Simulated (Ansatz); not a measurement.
HfC: experiment and calculation

**What was measured.**

From a printed reference work, monograph, for a bulk crystal of HfC: lattice constant a 4.641 Å.

The runs below are set against these values where they give the same quantity.

Computed with DFT PBEsol, scalar-relativistic, plane waves, PAW (Ansatz 0.2.0).

Settings: cutoff 420 eV, Γ-centred mesh 16×16×16 on the computed 2-atom cell, Gaussian smearing of 0.10 eV; no spin polarisation.

Relaxed structure, symmetry kept:

```
Hf C
1.0
     0.00000    2.30366    2.30366
     2.30366    0.00000    2.30366
     2.30366    2.30366    0.00000
Hf C
1 1
Direct
  0.50000 0.50000 0.50000
  0.00000 0.00000 0.00000
```

* Space group: Fm-3m (No. 225)
* Volume per atom: 12.23 Å³
* Formation energy from the elements' standard states (uncorrected): -0.994 eV/atom
* Kohn–Sham band gap: none (metal)
* Density of states at the Fermi level: 0.27 states/eV per cell
* Löwdin character within 0.5 eV of the Fermi level: C 2p 62 %, Hf 5d 34 %
* Bulk modulus: 247 GPa
* Its pressure derivative: 3.9
* Bader charges (e): Hf (1 in the cell) 1.90, C (1 in the cell) -1.90

Spin-orbit coupling is left out, which matters for the bands of heavy elements.

Against the measured lattice constant a of HfC, 4.641 Å (a printed reference work, monograph), the calculated 4.607 Å is off by -0.7 %. The calculation is for 0 K without zero-point motion.